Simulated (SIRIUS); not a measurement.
## MoSe2: band structure with LDA

The system is MoSe2.

```
Mo Se
1.0
     3.28800    0.00000    0.00000
    -1.64400    2.84749    0.00000
     0.00000    0.00000   12.90000
Mo Se
2 4
Cartesian
  1.6440 0.9492 9.6750
  0.0000 1.8983 3.2250
  1.6440 0.9492 4.8375
  0.0000 1.8983 11.2875
  1.6440 0.9492 1.6125
  0.0000 1.8983 8.0625
```

```json
{
 "Program": "SIRIUS 7.12.0",
 "Task": "band structure",
 "Functional": "LDA",
 "Potentials or basis": "all-electron FP-LAPW",
 "Cutoff": "191 eV",
 "Basis": "apw+lo standard",
 "k mesh": "9 × 9 × 2",
 "Occupations": "fermi-dirac, width 0.05 eV",
 "Spin": "no spin polarisation",
 "Muffin tin radii": "Mo 2.38, Se 2.24 bohr",
 "Basis cutoff (gk_cutoff)": "3.75 1/bohr",
 "Cutoff of density and potential (pw_cutoff)": "20 1/bohr",
 "lmax of the basis": "10",
 "lmax of density and potential": "8",
 "Valence relativity": "iora",
 "Core states": "Mo 1s2s2p3s3p3d, Se 1s2s2p",
 "Local orbitals (radial functions)": "Mo 13, Se 14",
 "Reference energy of the basis": "0.28 Ha",
 "Smallest sphere radius times basis cutoff": "8.4",
 "Start of the SCF": "LDA density"
}
```

The largest force is 0.581 eV/Å, the band gap on the k mesh is 0.87 eV, indirect (least direct gap 1.37 eV) and the band gap along the path is 0.80 eV, indirect (least direct gap 1.37 eV). The all electrons inside the program's atomic spheres are Mo 39.93; Se 32.12 (radii Mo 2.38, Se 2.24 bohr).

Forces on the atoms (eV/Å):
```
Mo   0.000  0.000  0.000
Mo   0.000  0.000  0.000
Se   0.000  0.000  0.581
Se   0.000  0.000  0.581
Se   0.000  0.000 -0.581
Se   0.000  0.000 -0.581
```

Levels at the corners of the path, in eV from the valence-band top:
| point | band 58 | band 59 | band 60 | band 61 | band 62 | band 63 | band 64 | band 65 | band 66 | band 67 |
| --- | --- | --- | --- | --- | --- | --- | --- | --- | --- | --- |
| Γ | -1.84 | -1.84 | -1.11 | -0.87 | 0.00 | 2.39 | 2.39 | 2.44 | 2.44 | 2.68 |
| M | -2.23 | -1.40 | -1.33 | -1.22 | -1.20 | 1.35 | 1.39 | 1.70 | 1.97 | 2.67 |
| K | -3.66 | -2.45 | -2.45 | -0.69 | -0.51 | 0.87 | 0.87 | 1.70 | 2.65 | 2.65 |
| Γ | -1.84 | -1.84 | -1.11 | -0.87 | 0.00 | 2.39 | 2.39 | 2.44 | 2.44 | 2.68 |
| A | -1.86 | -1.86 | -1.86 | -0.19 | -0.19 | 2.41 | 2.41 | 2.41 | 2.41 | 2.77 |
| L | -2.38 | -1.30 | -1.30 | -1.26 | -1.26 | 1.37 | 1.37 | 1.85 | 1.85 | 3.11 |
| H | -3.33 | -2.60 | -2.60 | -0.61 | -0.61 | 0.87 | 0.87 | 2.16 | 2.16 | 2.70 |
| A | -1.86 | -1.86 | -1.86 | -0.19 | -0.19 | 2.41 | 2.41 | 2.41 | 2.41 | 2.77 |

Run time: 13 min on 1 thread of Arm Neoverse V1 (shared host), peak memory 1.1 GiB.

Caveat: the cell's inner coordinates are idealised or old, which leaves forces on the atoms. As with any semilocal functional, this LDA gap is likely too small.
